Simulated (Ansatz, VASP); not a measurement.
**Two plane-wave programs on Fe**

```
Fe
1.0
    -1.46773    1.41578    1.51488
     1.46773   -1.41578    1.51488
     1.46773    1.41578   -1.51488
Fe
1
Direct
  0.00000 0.00000 0.00000
```

Change from the starting cell: normal strain along x +0.0367, normal strain along z +0.0700.

Alike in both runs: task single point; functional PBE; k mesh 10 × 10 × 10; occupations gaussian, width 0.15 eV; collinear spin.

```csv
,VASP,Ansatz
version,VASP 6.6.1,Ansatz 0.2.0
potentials or method,"VASP PAW PBE potentials, release 64 (Fe)","scalar-relativistic, plane waves, PAW"
plane-wave cutoff (eV),520,520
valence electrons in the cell,8,16
```

|  | VASP | Ansatz | Ansatz less VASP |
| --- | --- | --- | --- |
| gap on the k mesh at the Fermi level (eV) | none | none | - |
| pressure (GPa) | -13.6 | -14.2 | -0.61 |
| largest component of the traceless stress (GPa) | 1.95 | 2.25 | +0.304 |
| net moment per atom (μB) | 2.41 | 2.37 | -0.038 |
| size of the moment on the site where the two differ most (μB) | 2.43 | 2.44 | +0.013 |

Site moments also hang on the region over which each program counts them. A gap of «none» marks a metal or a gap that the smearing closes. The two sets of potentials don't hold the same shells in valence.
